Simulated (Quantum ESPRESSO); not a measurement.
Crystal: SrO.

```
CELL_PARAMETERS angstrom
0.00000 2.56630 2.56630
2.56630 0.00000 2.56630
2.56630 2.56630 0.00000
ATOMIC_POSITIONS crystal
Sr 0.50000 0.50000 0.50000
O 0.00000 0.00000 0.00000
```

* Program: Quantum ESPRESSO 7.5
* Task: phonons
* Functional: PBE
* Potentials or basis: SSSP 1.3 efficiency PBE
* Cutoff: 748 eV
* Density cutoff: 5987 eV
* k mesh: 6 × 6 × 6, shifted
* Occupations: fermi-dirac, width 0.05 eV
* Spin: no spin polarisation
* Mixing beta: 0.5
* Most SCF iterations: 120
* SCF threshold: 4e-10 Ry

The first run showed a gap, so the response started from a second, tighter run with fixed occupations.

Problem. How polar is the lattice: what are the Born charges, the two dielectric constants and the LO-TO splitting?

Solution. Born charges ±2.46 e; dielectric constants 3.80 (electrons alone) and 18.38 (static); transverse and longitudinal modes at 211 and 464 cm⁻¹.

Caveat: the cell is more than 3 GPa from zero pressure, which shifts response properties.
